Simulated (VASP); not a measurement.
Wanted: the native input for a VASP 6.6.1 run.

```yaml
Task: single point
Functional: PBE
Potentials_or_basis: VASP PAW PBE potentials, release 64 (Ga_d, N)
Cutoff: 520 eV
k_mesh: 8 × 8 × 8
Occupations: gaussian, width 0.1 eV
Spin: no spin polarisation
Dipole_correction: no
Further_INCAR_settings: ALGO = Fast; EDIFF = 1e-06; NBANDS = 16
```

The structure of GaN lies in POSCAR:

```
GaN
1.0
    0.0000000000      2.2535006075      2.2535006075
    2.2535006075      0.0000000000      2.2535006075
    2.2535006075      2.2535006075      0.0000000000
Ga N
1 1
Direct
    0.0000000000      0.0000000000      0.0000000000
    0.7500000000      0.7500000000      0.7500000000
```

The cell is a database's computed one.

These files were run (other wordings do the same):

INCAR

```
PREC = Accurate
ENCUT = 520
EDIFF = 1E-6
ISMEAR = 0
SIGMA = 0.1
LREAL = False
LASPH = True
NELM = 80
ALGO = Fast
ISIF = 2
LWAVE = False
LCHARG = False
GGA = PE
NBANDS = 16
```

KPOINTS

```
regular mesh
0
Gamma
  8 8 8
```

Potentials or basis: VASP PAW PBE potentials, release 64 (Ga_d, N).

Launch:

```bash
$ cat potpaw_PBE.64/Ga_d/POTCAR potpaw_PBE.64/N/POTCAR > POTCAR
$ mpirun -np 1 vasp_std > vasp.out
```

Results of the run:

* Pressure: 4.9 GPa
* Band gap on the k mesh: 1.72 eV, direct

Run time: 11 s on 1 thread of Intel(R) Xeon(R) Platinum 8488C (Sapphire Rapids), with other jobs on the host, peak memory 0.13 GiB.
